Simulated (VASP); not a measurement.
Crystal: AgCl (Chlorargyrite).

```
Ag Cl
1.0
     0.00000    2.73500    2.73500
     2.73500    0.00000    2.73500
     2.73500    2.73500    0.00000
Ag Cl
1 1
Direct
  0.00000 0.00000 0.00000
  0.50000 0.50000 0.50000
```

Base run:

- Program: VASP 6.6.1
- Functional: r2SCAN
- Potentials or basis: VASP PAW PBE potentials, release 64 (Ag, Cl)
- Cutoff: 520 eV
- k mesh: 8 × 8 × 8
- Occupations: gaussian, width 0.02 eV
- Spin: no spin polarisation

Its results: band gap on the k mesh 1.42 eV, indirect (least direct gap 3.85 eV); pressure 2.2 GPa.

Problem. The run is repeated on the same cell with these changes: functional from r2SCAN to LDA; potentials or basis from VASP PAW PBE potentials, release 64 (Ag, Cl) to VASP PAW LDA potentials, release 64 (Ag, Cl); cutoff from 520 eV to 500 eV. What comes out?

Solution. Band gap on the k mesh 0.64 eV, indirect (least direct gap 3.11 eV); pressure -3.8 GPa.

Caveats: the PAW data sets were made with another functional, which shifts forces and pressure a little (some runs).

Not every run made on this cell is shown here.
